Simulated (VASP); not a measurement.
Input of a VASP 6.6.1 run:

INCAR

```
ALGO     = Normal         # electronic algorithm
EDIFF    = 1E-7           # SCF threshold, eV
EDIFFG   = -0.002         # ionic threshold
ENCUT    = 520            # plane-wave cutoff, eV
GGA      = PS             # functional
IBRION   = 2              # ionic algorithm
ISIF     = 3              # what is computed and relaxed
ISMEAR   = 0              # smearing method
LASPH    = True           # aspherical terms in the spheres
LCHARG   = False          # write CHGCAR
LREAL    = False          # projectors in reciprocal space
LWAVE    = False          # write WAVECAR
NELM     = 80             # most SCF steps
NSW      = 80             # ionic steps
PREC     = Accurate       # precision mode
PSTRESS  = 500.0        
SIGMA    = 0.1            # smearing width, eV
```

KPOINTS

```
k-points
0
Gamma
  16 16 16
```

File POSCAR:

```
Hf                                      
1.0
   -1.5797672045      1.5797672045      1.5797672045
    1.5797672045     -1.5797672045      1.5797672045
    1.5797672045      1.5797672045     -1.5797672045
  Hf            
     1
Direct
     0.0000000000000000    0.0000000000000000    0.0000000000000000
```

Potentials or basis: VASP PAW PBE potentials, release 64 (Hf).

Run with:

```bash
$ cat potpaw_PBE.64/Hf/POTCAR > POTCAR
$ mpirun -np 1 vasp_std > vasp.out
```

(1) Predict the band gap on the k mesh.

Answers

(1) none (metal or under the smearing width).

Caveat: the relaxation stopped at its first step, so nothing moved; the cell is relaxed towards a set pressure, so the enthalpy falls and the energy may rise.
